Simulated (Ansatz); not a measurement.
MnSb: pressure and energy less free atoms against volume per atom

Results calculated with Ansatz 0.2.0, not measured. Periodic Kohn-Sham DFT of a crystal at fixed atoms; pressure and stress are positive in compression; the energy is the free energy less that of spherical unpolarised free atoms; site moments are those in the method's own spheres, positive along +z.

Cell of the first row (space group F-43m, No. 216):
```
CELL_PARAMETERS angstrom
0.00000 3.04830 3.04830
3.04830 0.00000 3.04830
3.04830 3.04830 0.00000
ATOMIC_POSITIONS crystal
Mn 0.00000 0.00000 0.00000
Sb 0.25000 0.25000 0.25000
```

Settings of every row: method all-electron LAPW; functional PBE; relativity scalar; k mesh 10x10x10; filling fermi-dirac; smearing width 0.03 eV; basis error target 0.5 meV/atom; nucleus gaussian.

Atom:
| element | start moment (bohr magneton) |
| --- | --- |
| Mn | 4 |
| Sb | 0 |

Limits: no spin-orbit coupling on heavy atoms; the cell comes from a prototype or a list of computed structures and needn't be the stable phase; with one magnetic atom in the cell only parallel moments are possible.

| row | volume per atom (Å³) | pressure (GPa) | energy less free atoms (eV/atom) |
| --- | --- | --- | --- |
| 1 | 28.326 | 2.014 | -6.3221 |
| 2 | 28.916 | 0.949 | -6.3275 |
| 3 | 29.506 | ? | ? |
| 4 | 30.096 | -0.865 | -6.3276 |
| 5 | 30.686 | -1.63 | -6.3229 |

Cell moment is 4 bohr magneton in every row.

Question: what pressure and energy less free atoms should row 3 give?

Worked fit of pressure. Take u = (V_r/V)^(2/3) − 1 with V_r = 29.506 Å³ an atom, which is twice the finite (Eulerian) strain; such expansions in the strain, on which the Birch-Murnaghan equation of state is built, carry the rest volume and the bulk modulus. The shown rows have u = 0.02758, 0.01356, -0.01311, -0.0258. Least squares give pressure = −0.0081 + 67.919 × u + 195.8 × u² GPa; a straight line predicts inner rows, each left out in turn, worse (root mean square 0.081 against 0.00031 GPa). All shown rows lie on it to the printed digit. The pressure vanishes at u = 0.0001, or V = 29.5 Å³ an atom, and there the bulk modulus at fixed shape and fractions is B = −V dP/dV = (2/3)(1 + u) dP/du = 45.3 GPa. The withheld row has u = 0, so the fit gives −0.0081 + 67.919 × (0) + 195.8 × (0)² = -0.008 GPa.

The calculation gave -0.008 GPa. The fit meets it to the printed digit.

Worked fit of energy less free atoms. Take u = (V_r/V)^(2/3) − 1 with V_r = 29.506 Å³ an atom, which is twice the finite (Eulerian) strain; such expansions in the strain, on which the Birch-Murnaghan equation of state is built, carry the rest volume and the bulk modulus. The shown rows have u = 0.02758, 0.01356, -0.01311, -0.0258. Least squares give energy less free atoms = −6.32923 − 0.0015 × u + 9.43 × u² eV/atom; a straight line predicts inner rows, each left out in turn, worse (root mean square 0.0039 against 3.5e-05 eV/atom). All shown rows lie on it to the printed digit. Its lowest point lies at u = 0.0001, or V = 29.5 Å³ an atom, and the curvature there gives the bulk modulus at fixed shape and fractions, B = (4/9)(1 + u)² E″(u)/V = 45.5 GPa. The withheld row has u = 0, so the fit gives −6.32923 − 0.0015 × (0) + 9.43 × (0)² = -6.3292 eV/atom.

The calculation gave -6.3292 eV/atom. The fit meets it to the printed digit.
